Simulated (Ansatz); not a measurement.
AlNi (Pm-3m), two-dimensional strain map

Level of theory: DFT PBE, scalar-relativistic, plane waves, PAW (Ansatz 0.2.0). Settings: plane waves to 420 eV, k-mesh 16×16×16 (Γ-centred), Gaussian smearing 0.15 eV. No spin polarisation. A magnetic state may lie lower. Energies are free energies at this smearing, counted from the undisturbed cell; pressure is positive in compression.

The undisturbed cell (as given, not relaxed at this level; it stands at 2.1 GPa, and it needn't be the usual structure):

```xyz
2
Lattice="2.8810 0.0000 0.0000 0.0000 2.8810 0.0000 0.0000 0.0000 2.8810" Properties=species:S:1:pos:R:3 pbc="T T T"
Al    0.0000    0.0000    0.0000
Ni    1.4405    1.4405    1.4405
```

The cell is strained by p along both x and y and by q along z, fractional coordinates fixed. Points are written (p, q).

Energy above the undisturbed cell in meV/atom (a dash: not computed):

```
 p \ q  -0.080  -0.040  0.000  0.040  0.080
-0.080       ?   350.9  237.4  158.2  107.6
-0.040   222.9   121.0   60.2   29.3      ?
 0.000       ?    21.0    0.0    5.7   30.8
 0.040    38.0    15.9   26.6   60.2  110.4
 0.080    76.2    80.6  115.6  170.9      ?
```

(1) Fill in the withheld energies.

Results:

(1) (-0.080, -0.080): 509.4; (-0.040, 0.080): 21.0; (0.000, -0.080): 77.6; (0.080, 0.080): 240.3.